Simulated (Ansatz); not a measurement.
## PbF₂: energy along a strain

PbF₂, Fm-3m, a = 5.940 Å (as given, not relaxed at this level: 2.2 GPa). The structure is a COD entry; whether it is the stable form wasn't checked. Ansatz: PBE, PAW, 420 eV, Γ-centred 8×8×8 mesh on 3 atoms, Gaussian smearing 0.05 eV; no spin polarisation. Cell vectors (Å): 0.000 2.970 2.970; 2.970 0.000 2.970; 2.970 2.970 0.000. The cell is strained by x per cent times the pattern (0 0 0 1 0 0) in the order xx yy zz yz xz xy (engineering shears), with fractional coordinates held. y is the free energy over the start, V0 = 17.463 Å³/atom. Symmetry makes y even in x.

| x (%) | y (meV/atom) |
| --- | --- |
| -6.00 | ? |
| -3.00 | 1.67 |
| 0.00 | 0.00 |
| 0.75 | 0.14 |
| 1.50 | 0.45 |
| 2.25 | 0.96 |
| 3.75 | 2.60 |
| 4.50 | 3.73 |
| 5.25 | 5.07 |

Question: Fit y = c2 x² + c4 x⁴ to the other rows, get the stiffness along the pattern, and predict the missing energy.

Answer: Least squares on the rows shown. y = 0.1874 x² − 0.0001331 x⁴. The clamped-ion stiffness p·C·p = 2 × 1.874 eV × 160.2 / 17.463 Å³ = 34 GPa, which is C44 in these axes (second derivative at the start, which stands under stress). At x = -6.00 the fit asked for gives 6.57 meV/atom. The run gave 6.61 meV/atom, so the fit is 0.04 meV/atom too low, a small miss on the scale of the series.

Spin–orbit coupling is left out, which can shift energies with elements as heavy as these.